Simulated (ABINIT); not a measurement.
# AlN (F-43m) in ABINIT: notebook, part 2 of 2

ABINIT 10.8.3 (patched build). The steps go on from the part before.

## 3. Single point, PBEsol

run.abi

```
# Pseudopotentials
pp_dirpath "./"
pseudos "Al.upf, N.upf"

# Structure
acell 3.0886333121 3.0886333121 3.0886333121 Angstrom
rprim
     0.0000000000     0.7071067812     0.7071067812
     0.7071067812     0.0000000000     0.7071067812
     0.7071067812     0.7071067812     0.0000000000
ntypat 2
znucl 13 7
natom 2
typat 1 2
xcart
     0.0000000000     0.0000000000     0.0000000000
     1.0919967798     1.0919967798     1.0919967798 Angstrom

# Plane-wave basis
ecut 979.609905 eV

# k points
kptopt 1
ngkpt 8 8 8
nshiftk 1
shiftk 0.0 0.0 0.0

# Exchange and correlation
ixc -116133

# Bands and occupations
nband 8
occopt 3
tsmear 0.00183747

# SCF cycle
nstep 100
tolvrs 1.0e-10

# Output
iomode 3
prtwf 0
prtden 0
prteig 0
prtebands 0
enunit 1
```

Potentials or basis: PseudoDojo NC SR PBEsol v0.4.1 standard.

Command:

```bash
abinit run.abi > log 2>&1
```

run.abo:

```text
.Version 10.8.3 of ABINIT
 Symmetries : space group F-4 3 m (#216); Bravais cF (face-center cubic)
================================================================================
 Values of the parameters that define the memory need of the present run
     intxc =       0    ionmov =       0      iscf =       7    lmnmax =       6
     lnmax =       6     mgfft =      32  mpssoang =       3    mqgrid =    3001
     natom =       2  nloc_mem =       1    nspden =       1   nspinor =       1
    nsppol =       1      nsym =      24    n1xccc =    2501    ntypat =       2
    occopt =       3   xclevel =       2
       mpw =        1475          nfft =       32768          nkpt =          29
================================================================================
================================================================================

--------------------------------------------------------------------------------
------------- Echo of variables that govern the present computation ------------
--------------------------------------------------------------------------------
 -outvars: echo values of preprocessed input variables --------
            acell      5.8366710632E+00  5.8366710632E+00  5.8366710632E+00 Bohr
              amu      2.69815390E+01  1.40067400E+01
             ecut      3.60000000E+01 Hartree
           enunit           1
              ixc     -116133
         kptrlatt        8    0    0      0    8    0      0    0    8
          kptrlen      4.66933685E+01
            natom           2
            nband           8
            ngfft          32      32      32
[... 157 lines left out ...]
kinetic             :  8.15123480638779E+00
hartree             :  2.78273156449178E+00
xc                  : -4.20562471371658E+00
Ewald energy        : -1.08999795987975E+01
psp_core            :  3.38562819755224E-01
local_psp           : -8.28283758486835E+00
non_local_psp       : -6.47217725443306E-01
internal            : -1.27631304321909E+01
'-kT*entropy'       : -2.39172748147358E-15
total_energy        : -1.27631304321909E+01
total_energy_eV     : -3.47302471898181E+02
band_energy         :  1.91469256427204E-01
...

 Cartesian components of stress tensor (hartree/bohr^3)
  sigma(1 1)= -2.65043198E-05  sigma(3 2)=  0.00000000E+00
  sigma(2 2)= -2.65043198E-05  sigma(3 1)=  0.00000000E+00
  sigma(3 3)= -2.65043198E-05  sigma(2 1)=  0.00000000E+00

-Cartesian components of stress tensor (GPa)         [Pressure=  7.7978E-01 GPa]
- sigma(1 1)= -7.79784012E-01  sigma(3 2)=  0.00000000E+00
- sigma(2 2)= -7.79784012E-01  sigma(3 1)=  0.00000000E+00
- sigma(3 3)= -7.79784012E-01  sigma(2 1)=  0.00000000E+00

== END DATASET(S) ==============================================================
================================================================================

 -outvars: echo values of variables after computation  --------
            acell      5.8366710632E+00  5.8366710632E+00  5.8366710632E+00 Bohr
           etotal     -1.2763130432E+01
            fcart      1.0194101205E-30  1.0194101205E-30 -3.0582303615E-30
                      -1.0194101205E-30 -1.0194101205E-30  3.0582303615E-30
            rprim      0.0000000000E+00  7.0710678120E-01  7.0710678120E-01
                       7.0710678120E-01  0.0000000000E+00  7.0710678120E-01
                       7.0710678120E-01  7.0710678120E-01  0.0000000000E+00
           strten     -2.6504319848E-05 -2.6504319848E-05 -2.6504319848E-05
                       0.0000000000E+00  0.0000000000E+00  0.0000000000E+00
           xangst      0.0000000000E+00  0.0000000000E+00  0.0000000000E+00
                       1.0919967798E+00  1.0919967798E+00  1.0919967798E+00
             xred      0.0000000000E+00  0.0000000000E+00  0.0000000000E+00
                       2.5000000000E-01  2.5000000000E-01  2.5000000000E-01
 Calculation completed.
```

Run time: 5.3 s. Hardware: 1 thread of AMD EPYC 9R45 (Zen 5), shared host; peak memory 0.06 GiB.

What came out:

```yaml
Free_energy: -347.3025 eV
Pressure: 0.8 GPa
Band_gap_on_the_k_mesh: 3.19 eV, indirect (least direct gap 4.12 eV)
Valence_electrons_inside_the_program's_atomic_spheres: Al 1.11; N 5.36
```

A k mesh can miss the band edges.

## 4. Single point, PBE

run.abi

```
# Pseudopotentials
pp_dirpath "./"
pseudos "Al.upf, N.upf"

# Structure
acell 3*1.0
rprim
     0.0000000000     4.1271496856     4.1271496856
     4.1271496856     0.0000000000     4.1271496856
     4.1271496856     4.1271496856     0.0000000000
ntypat 2
znucl 13 7
natom 2
typat 1 2
xred
     0.0000000000     0.0000000000     0.0000000000
     0.2500000000     0.2500000000     0.2500000000

# Plane-wave basis
ecut 36.0

# k points
kptopt 1
ngkpt 8 8 8
nshiftk 1
shiftk 0.0 0.0 0.0

# Exchange and correlation
ixc 11

# Bands and occupations
nband 8
occopt 3
tsmear 0.05 eV

# SCF cycle
nstep 100
tolvrs 1.0e-10

# Output
iomode 3
prtwf 0
prtden 0
prteig 0
prtebands 0
enunit 2
```

Potentials or basis: PseudoDojo NC SR PBE v0.4.1 standard.

Command:

```bash
abinit run.abi > log 2>&1
```

Run time: 7.8 s. Hardware: 1 thread of Arm Neoverse V2, shared host; peak memory 0.06 GiB.

It converged, with:

```yaml
Free_energy: -348.0989 eV
Pressure: 4.1 GPa
Band_gap_on_the_k_mesh: 3.32 eV, indirect (least direct gap 4.19 eV)
Valence_electrons_inside_the_program's_atomic_spheres: Al 1.11; N 5.39
```

Levels at points of the mesh, in eV from the valence-band top:
| k point | band 1 | band 2 | band 3 | band 4 | band 5 | band 6 | band 7 | band 8 |
| --- | --- | --- | --- | --- | --- | --- | --- | --- |
| (0.00, 0.00, 0.00) | -14.97 | 0.00 | 0.00 | 0.00 | 4.19 | 12.59 | 12.59 | 12.59 |
| (0.50, 0.00, 0.00) | -12.92 | -5.86 | -0.48 | -0.48 | 7.39 | 9.85 | 11.17 | 11.17 |
| (0.50, 0.50, 0.00) | -12.28 | -4.90 | -1.78 | -1.78 | 3.32 | 8.65 | 13.92 | 15.70 |

## 5. Single point, PBE

Changes to run.abi since step 4:

```diff
@@ -14,8 +14,8 @@
 typat 1 2
-xred
+xcart
      0.0000000000     0.0000000000     0.0000000000
-     0.2500000000     0.2500000000     0.2500000000
+     2.0635748428     2.0635748428     2.0635748428
 
 # Plane-wave basis
-ecut 36.0
+ecut 979.609905 eV
```

Command:

```bash
abinit run.abi > log 2>&1
```

Run time: 10 s. Hardware: 1 thread of Arm Neoverse V1, shared host; peak memory 0.06 GiB.

Results (log left out):

```yaml
Free_energy: -348.0989 eV
Pressure: 4.1 GPa
Band_gap_on_the_k_mesh: 3.32 eV, indirect (least direct gap 4.19 eV)
Valence_electrons_inside_the_program's_atomic_spheres: Al 1.11; N 5.39
```

Levels at points of the mesh, in eV from the valence-band top:
```csv
k point,band 1,band 2,band 3,band 4,band 5,band 6,band 7,band 8
"(0.00, 0.00, 0.00)",-14.97,0.00,0.00,0.00,4.19,12.59,12.59,12.59
"(0.50, 0.00, 0.00)",-12.92,-5.86,-0.48,-0.48,7.39,9.85,11.17,11.17
"(0.50, 0.50, 0.00)",-12.28,-4.90,-1.78,-1.78,3.32,8.65,13.92,15.70
```

Caveat: the cutoff is short for stress, so the pressure is rough. PBE gaps usually lie below the measured ones, often by a third to a half.

## 6. Single point, PBE

Changes to run.abi since step 5:

```diff
@@ -19,3 +19,3 @@
 # Plane-wave basis
-ecut 979.609905 eV
+ecut 36.0
 
@@ -42,3 +42,2 @@
 prtwf 0
-prtden 0
 prteig 0
@@ -46 +45,6 @@
 enunit 2
+prtden 1
+prtvha 1
+prtvclmb 1
+prtpot 1
+prtelf 1
```

Potentials or basis: PseudoDojo NC SR PBE v0.5 standard.

Command:

```bash
abinit run.abi > log 2>&1
```

Wall time 9.9 s (1 thread of Arm Neoverse V1, shared host); peak memory 0.06 GiB.

The run converged. Its results:

| Item | Value |
| --- | --- |
| Free energy | -348.0989 eV |
| Pressure | 4.1 GPa |
| Band gap on the k mesh | 3.32 eV, indirect (least direct gap 4.19 eV) |
| Valence electrons inside the program's atomic spheres | Al 1.11; N 5.39 |

Levels at points of the mesh, in eV from the valence-band top:
| k point | band 2 | band 3 | band 4 | band 5 | band 6 | band 7 |
| --- | --- | --- | --- | --- | --- | --- |
| (0.00, 0.00, 0.00) | 0.00 | 0.00 | 0.00 | 4.19 | 12.59 | 12.59 |
| (0.50, 0.00, 0.00) | -5.86 | -0.48 | -0.48 | 7.39 | 9.85 | 11.17 |
| (0.50, 0.50, 0.00) | -4.90 | -1.78 | -1.78 | 3.32 | 8.65 | 13.92 |

## 7. The runs side by side

```csv
level,potentials or basis,cell,cutoff (eV),fine-grid cutoff,gap on the mesh (eV),pressure (GPa)
PBEsol,JTH PAW PBE v2.0,cell relaxed,544,1088.46 eV,3.16,-
PBEsol,PseudoDojo NC SR PBEsol v0.4.1 standard,as given,980,-,3.19,0.8
PBE,PseudoDojo NC SR PBE v0.4.1 standard,as given,980,-,3.32,4.1
PBE,PseudoDojo NC SR PBE v0.5 standard,as given,980,-,3.32,4.1
```

Alike in all rows: task single point; no spin polarisation; k mesh 8 × 8 × 8; smearing fermi-dirac 0.05 eV.

Caveats: the PAW data sets were made with another functional, which shifts forces and pressure a little (some runs); the cutoff is short for stress, so the pressure is rough (some runs).

Total energies depend on the potentials used, so only differences within one code and one set of settings carry meaning.
